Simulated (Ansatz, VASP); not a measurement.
# AlH5: VASP beside Ansatz

```
Al H
1.0
     4.22501    0.00000    0.00000
    -2.11251    3.65897    0.00000
     0.00000    0.00000    3.46423
Al H
1 5
Direct
  0.00000 0.00000 0.00000
  0.50000 0.00000 0.50000
  0.50000 0.50000 0.50000
  0.00000 0.50000 0.50000
  0.33333 0.66667 0.00000
  0.66667 0.33333 0.00000
```

Change from the starting cell: species swapped into the PrPt5 type (P6/mmm, No. 191).

Alike in both runs: task single point; functional PBE; k mesh 6 × 6 × 6; occupations gaussian, width 0.1 eV; no spin polarisation.

|  | VASP | Ansatz |
| --- | --- | --- |
| version | VASP 6.6.1 | Ansatz 0.2.0 |
| potentials or method | VASP PAW PBE potentials, release 64 (Al, H) | scalar-relativistic, plane waves, PAW |
| plane-wave cutoff (eV) | 520 | 420 |
| valence electrons in the cell | 8 | 8 |

|  | VASP | Ansatz | Ansatz less VASP |
| --- | --- | --- | --- |
| gap on the k mesh at the Fermi level (eV) | none | none | - |
| pressure (GPa) | -19.4 | -19.3 | +0.13 |
| largest component of the traceless stress (GPa) | 1.98 | 1.99 | +0.005 |

A gap of «none» marks a metal or a gap that the smearing closes.

Caveats: so large a pressure means that the cell lies far from this level's equilibrium, or that cutoff or potentials fall short (VASP).
